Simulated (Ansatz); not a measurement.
A 2-atom cell of MgSe started from a crystallographic database, relaxed with r2SCAN: space group Fm-3m (No. 225), cubic; a = 5.473 Å in the conventional setting, 20.49 Å³ an atom. Around Mg lie 6 Se at 2.74 Å; around Se lie 6 Mg at 2.74 Å. One-shot G0W0@PBE in the PAW code Ansatz on a 4×4×4 mesh (contour deformation, no spin-orbit coupling), from a PBE gap of 1.773 eV over the mesh points (the G0W0 gap is indirect on the mesh); the number N of bands summed and the screening cutoff rise together. Calculated for a static, non-magnetic cell.

```tsv
N	cutoff (eV)	1000/N	G0W0 gap (eV)
79	80	12.658	2.739
167	140	5.988	2.906
```

Lay a straight line in 1000/N through these rows.
The slope is -0.0250 eV per unit of 1000/N and the intercept 3.056 eV.

Predict the gap at N = 296 (210 eV).
3.056 + (-0.0250) × 3.378 = 2.972 eV; the run gives 2.997 eV, +0.025 eV from the line.

With that run's result added, what limit do the last two rows suggest?
Their slope is (2.997 − 2.906)/(3.378 − 5.988) = -0.0349, which meets 1/N = 0 at 3.11 eV, against 3.056 eV from the first line. The slope steepens, so 1/N isn't yet asymptotic and the true limit probably lies higher still; the k mesh isn't extrapolated.

Spin-orbit coupling is left out.
